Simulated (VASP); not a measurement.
**P under changes of volume**

One of the cells (17.877 Å³/atom); the others are scaled copies at fixed shape and fractional positions:

```
P
1.0
     1.78813   -6.25847    0.00000
     1.78813    6.25847    0.00000
     0.00000    0.00000    2.39620
P
3
Direct
  0.00000 0.00000 0.50000
  0.81083 0.18917 0.50000
  0.18917 0.81083 0.50000
```

The cell was built by a generator and needn't be a form met in nature.

- Program: VASP 6.6.1
- Functional: PBE
- Potentials or basis: VASP PAW PBE potentials, release 64 (P)
- Cutoff: 520 eV
- k mesh: 8 × 8 × 11
- Occupations: fermi-dirac, width 0.05 eV
- Spin: no spin polarisation

```tsv
volume (Å³/atom)	energy over the lowest point (meV/atom)	pressure (GPa)	largest force (eV/Å)
16.475	15.20	5.4	0.283
16.826	5.73	3.3	0.224
17.176	0.58	1.6	0.173
17.877	0.00	-1.2	0.090
18.228	3.79	-2.4	0.054
18.578	?	?	?
```

Q: What does the run at 18.578 Å³/atom give?

A: Energy over the lowest point 10.19 meV/atom; pressure -3.6 GPa; largest force 0.017 eV/Å.

Worked out: A Birch-Murnaghan fit of order 3 (a polynomial in V^(-2/3)) to the other rows has its minimum at 17.55 Å³/atom with B0 = V·E''(V) = 67 GPa and B' = 7.5 at fixed shape and positions, which overstates the stiffness. It gives 9.62 meV/atom at 18.578 Å³/atom, against the run's 10.19, and -dE/dV = -3.1 GPa, against -3.6.

Energies are extrapolated to zero smearing.
